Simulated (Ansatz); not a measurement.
# Rh: the cost of one run

Program: Ansatz 0.2.0. Level of theory: DFT PBE, scalar-relativistic, plane waves, PAW. These are calculated values, not measurements.

The COD entry's cell or inner coordinates are ideal or old and differ from later refinements, so a difference from it is no clean test against experiment.

3 further runs of the same task are left out: 1 that didn't finish, 2 set aside as unsound or not needed.

**1. The structure to begin with**

It takes space group Fm-3m (No. 225, cubic). Conventional cell: a = 3.830 Å, b = 3.830 Å, c = 3.830 Å, α = 90.00°, β = 90.00°, γ = 90.00°. Around Rh (site symmetry m-3m) lie 12 Rh at 2.71 Å.

As a file:

```
CELL_PARAMETERS angstrom
0.00000 1.91499 1.91499
1.91499 0.00000 1.91499
1.91499 1.91499 0.00000
ATOMIC_POSITIONS crystal
Rh 0.00000 0.00000 0.00000
```

It is the result of an earlier relaxation at this level (volume 14.05 Å³/atom; gap on the mesh: none (metal)).

**2. The zigzag chain**

A free-standing chain of the crystal's atoms, periodic along c. Atoms and period relax; energies count from the bulk, -6402.8886 eV an atom.

The cell holds 2 Rh: a = 10.100 Å, b = 9.300 Å, c = 4.387 Å, α = 90.00°, β = 90.00°, γ = 90.00°.

**3. Relaxation**

Pressure and volume refer to the whole cell with its vacuum; only the period along c may change.

input.yaml reads:

```yaml
crystal:
  lattice:
    - [10.1, 0.0, 0.0]
    - [0.0, 9.3, 0.0]
    - [0.0, 0.0, 4.3872895986]
  atoms:
    - { symbol: Rh, position: [0.4457018614, 0.5, 0.0], spin: 1.5 }
    - { symbol: Rh, position: [0.5542981386, 0.5, 0.5], spin: 1.5 }
basis:
  ecutwfc: 420
kpoints:
  mp_grid: { grid: [1, 1, 15] }
hamiltonian:
  xc: pbe
scf:
  occupations: { method: gaussian, width: 0.05 }
output:
  forces: true
  stress: true
  eigenvalues: true
  populations: true
  write_density: true
  write_potential: true
  elf: true
  volumetric_format: npy
magnetization:
  spin_polarized: true
relax:
  adjacent_minimum: "off"
  f_tol: 0.01
  max_steps: 45
  cell: { fix: [a, b, alpha, beta, gamma], stress_tol: 0.03 }
```

Run with:

```console
$ ansatz run input.yaml --threads 2 --pin off --max-ram 5120MiB --backend cpu --events-out ev --progress --plain --runs-dir out
```

**Question.** How long does this run take on 2 threads of AMD EPYC 7R13 (Zen 3), shared host, and how much memory does it need?

About 49 s, with a peak of 0.69 GiB.
